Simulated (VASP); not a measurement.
A run of VASP 6.6.1 is set up as follows.

The input INCAR:

```
PREC = Accurate ; ENCUT = 520
EDIFF = 1E-7 ; ISMEAR = 0
SIGMA = 0.02 ; LREAL = False
LASPH = True ; NELM = 60
ALGO = Normal ; ISIF = 3
LWAVE = False ; LCHARG = False
GGA = PE ; IBRION = 2
NSW = 80 ; EDIFFG = -0.002
```

File KPOINTS:

```
Automatic mesh
0
Gamma
  10 10 10
```

File POSCAR:

```
GaP
1.0
    0.0000000000      2.7252500000      2.7252500000
    2.7252500000      0.0000000000      2.7252500000
    2.7252500000      2.7252500000      0.0000000000
Ga P
1 1
Direct
    0.0000000000      0.0000000000      0.0000000000
    0.2500000000      0.2500000000      0.2500000000
```

Potentials or basis: VASP PAW PBE potentials, release 64 (Ga_d, P).

The run is started by

```console
$ cat potpaw_PBE.64/Ga_d/POTCAR potpaw_PBE.64/P/POTCAR > POTCAR
$ mpirun -np 1 vasp_std > vasp.out
```

(1) What does it give for the relaxed cell?

(2) Predict the band gap on the k mesh.

(3) What does it give for the space group after relaxing (to 0.05 Å)?

(4) Predict the relaxed volume.

Answers

(1) a = 3.893 Å, b = 3.893 Å, c = 3.893 Å, α = 60.00°, β = 60.00°, γ = 60.00°.

(2) 1.58 eV, direct.

(3) F-43m (No. 216).

(4) 20.86 Å³/atom.
